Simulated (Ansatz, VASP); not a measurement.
**One calculation of SnO, two programs**

Contents of INCAR:

```
SYSTEM = SnO
  ALGO = Normal
  EDIFF = 1E-7
  ENCUT = 520
  GGA = PS
  ISIF = 2
  ISMEAR = -1
  LASPH = .True.
  LCHARG = .False.
  LREAL = .False.
  LWAVE = .False.
  NBANDS = 28
  NELM = 80
  PREC = Accurate
  SIGMA = 0.05
```

The input KPOINTS:

```
k-points
0
Gamma
  8 5 6
  0 0 0
```

The input POSCAR:

```
SnO
1.0
    3.3991548656      0.0000000000      0.0000000000
    0.0000000000      5.7487718259      0.0000000000
    0.0000000000      0.0000000000      4.2775286081
Sn O
2 2
Direct
    0.5000000000      0.7680910000      0.0131440000
    0.0000000000      0.2319090000      0.5131440000
    0.5000000000      0.1087500000      0.2368570000
    0.0000000000      0.8912500000      0.7368570000
```

File input.yaml:

```yaml
crystal:
  lattice:
    - [3.3991548656, 0.0, 0.0]
    - [0.0, 5.7487718259, 0.0]
    - [0.0, 0.0, 4.2775286081]
  atoms:
    - { symbol: Sn, position: [0.5, 0.768091, 0.013144] }
    - { symbol: Sn, position: [0.0, 0.231909, 0.513144] }
    - { symbol: O, position: [0.5, 0.10875, 0.236857] }
    - { symbol: O, position: [0.0, 0.89125, 0.736857] }
hamiltonian:
  xc: pbesol
  pseudopotentials: { kind: paw }
kpoints:
  mp_grid: { grid: [8, 5, 6] }
scf:
  occupations: { method: fermi_dirac, width: 0.05 }
output:
  forces: true
  stress: true
  eigenvalues: true
```

Change from the starting cell: volume scaled by 1.04.

Alike in both runs: task single point; functional PBEsol; k mesh 8 × 5 × 6; occupations fermi-dirac, width 0.05 eV; no spin polarisation.

|  | VASP | Ansatz |
| --- | --- | --- |
| version | VASP 6.6.1 | Ansatz 0.2.0 |
| potentials or method | VASP PAW PBE potentials, release 64 (Sn_d, O) | Ansatz PAW |
| plane-wave cutoff (eV) | 520 | 420 |
| valence electrons in the cell | 40 | 40 |

```csv
,VASP,Ansatz,Ansatz less VASP
gap on the k mesh at the Fermi level (eV),1.47,1.48,+0.010
least direct gap on the mesh (eV),2.07,2.08,+0.010
pressure (GPa),-5.4,-5.6,-0.16
largest component of the traceless stress (GPa),0.96,0.99,+0.033
rms of the force components (eV/Å),0.369,0.398,+0.0292
```

Atom by atom the forces differ by 0.030 eV/Å (rms over components).

Caveats: spin-orbit coupling is left out, which moves the levels of the heavy elements; the PAW data sets were made with another functional, which shifts forces and pressure a little (VASP); an odd mesh through Γ misses points on the zone boundary, where band edges often lie (VASP); odd divisions of the mesh miss points on the zone boundary, where band edges often lie, so the gap on the mesh can be too wide (Ansatz); the pressure holds a Pulay correction of +0.4 GPa for the finite cutoff (Ansatz); the PAW data sets come from PBE, with cores solved anew for the run's functional, which leaves a small shift of forces and pressure (Ansatz).
